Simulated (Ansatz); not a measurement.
# BN: the cost of one run

Computed with Ansatz 0.2.0 (DFT LDA, scalar-relativistic, plane waves, PAW, unless a step's input says otherwise).

## (1) The structure to begin with

Symmetry: F-43m, No. 216, cubic system. The conventional cell has a = 3.580 Å, b = 3.580 Å, c = 3.580 Å, α = 90.00°, β = 90.00°, γ = 90.00°. Around B (site symmetry -43m) lie 4 N at 1.55 Å. N (site symmetry -43m) has 4 B at 1.55 Å as nearest neighbours.

As a file:

```
B N
1.0
     0.00000    1.79000    1.79000
     1.79000    0.00000    1.79000
     1.79000    1.79000    0.00000
B N
1 1
Direct
  0.00000 0.00000 0.00000
  0.75000 0.75000 0.75000
```

It goes back to an entry of the Materials Project.

It is the result of an earlier relaxation at this level (volume 5.74 Å³/atom; gap on the mesh: 4.39 eV).

## (2) What is varied

The energy is mapped over two homogeneous strains; x, y and z are the crystal's own axes (z along the conventional c), which in the input's Cartesian frame point along (1.00, 0.00, 0.00), (0.00, 0.00, -1.00), (0.00, 1.00, 0.00).

First coordinate, engineering shear strain xz: 7 values from −30 to 30 %. Second coordinate, normal strain along z: 7 values from −7.00 %.

Nothing else is relaxed (fractional coordinates fixed). Energies count from the relaxed crystal. Points are written as (first, second).

## (3) Grid point (−10 %, −7.00 %)

The input, input.yaml:

```yaml
crystal:
  lattice:
    - [-0.0894998886, 1.6646979276, 1.7899977716]
    - [1.7899977716, -0.0894998886, 1.7899977716]
    - [1.700497883, 1.575198039, 0.0]
  atoms:
    - { symbol: B, position: [0.0, 0.0, 0.0] }
    - { symbol: "N", position: [0.75, 0.75, 0.75] }
basis:
  ecutwfc: 520.0
kpoints:
  mp_grid: { grid: [12, 12, 12] }
hamiltonian:
  xc: lda
  pseudopotentials: { kind: paw, azcp: { folder: soft_1 } }
scf:
  occupations: { method: gaussian, width: 0.05 }
output:
  forces: true
  stress: true
  eigenvalues: true
```

Run with:

```bash
ansatz run input.yaml --threads 1 --pin off --max-ram 2048MiB --backend cpu --events-out ev --progress --plain --runs-dir out
```

What time and memory should one allow on 1 thread of Arm Neoverse N1, shared host?

About 11 s, with a peak of 0.34 GiB.
